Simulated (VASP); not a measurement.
**CdSe: relaxation of cell and atoms with LDA**

CdSe:

```
CELL_PARAMETERS angstrom
0.00000 3.07027 3.07027
3.07027 0.00000 3.07027
3.07027 3.07027 0.00000
ATOMIC_POSITIONS crystal
Cd 0.00000 0.00000 0.00000
Se 0.75000 0.75000 0.75000
```

Measurements of this composition are mostly on another form, of space group No. 186.

```
Program                : VASP 6.6.1
Task                   : relaxation of cell and atoms
Functional             : LDA
Potentials or basis    : VASP PAW LDA potentials, release 64 (Cd, Se)
Cutoff                 : 600 eV
k mesh                 : 8 × 8 × 8
Occupations            : gaussian, width 0.03 eV
Spin                   : no spin polarisation
Further INCAR settings : ALGO = Normal; EDIFF = 1e-06; IBRION = 2; EDIFFG = -0.01; NSW = 90; ISIF = 3
```

The relaxed volume is 27.31 Å³/atom. The relaxed cell is a = 4.259 Å, b = 4.259 Å, c = 4.259 Å, α = 60.00°, β = 60.00°, γ = 60.00°, the space group after relaxing (to 0.05 Å) is F-43m (No. 216) and the energy gained by relaxing is 15.8 meV/atom. The ionic steps are 3, the pressure after relaxing is 0.0 GPa and the band gap on the k mesh is 0.42 eV, direct.

The path:
| step | energy change (eV) | largest force (eV/Å) | pressure (GPa) | volume (Å³) |
| --- | --- | --- | --- | --- |
| 1 | 0.0000 | 0.0000 | -2.93 | 57.88 |
| 2 | -0.0278 | 0.0000 | 1.18 | 53.56 |
| 3 | -0.0316 | 0.0000 | -0.01 | 54.61 |

Final structure:
```
Cd Se
1.0
     0.00000    3.01130    3.01130
     3.01130    0.00000    3.01130
     3.01130    3.01130    0.00000
Cd Se
1 1
Direct
  0.00000 0.00000 0.00000
  0.75000 0.75000 0.75000
```

Levels at points of the mesh, in eV from the valence-band top:
```csv
k point,band 7,band 8,band 9,band 10,band 11,band 12
"(0.00, 0.00, 0.00)",0.00,0.00,0.00,0.42,5.79,5.79
"(0.50, 0.00, 0.00)",-4.66,-0.81,-0.81,2.23,6.32,6.32
"(0.50, 0.50, 0.00)",-4.30,-1.99,-1.99,2.88,3.64,9.02
```

Run time: 27 s on 1 thread of AMD EPYC 9R45 96-Core Processor (Zen 5), with other jobs on the host, peak memory 0.17 GiB.
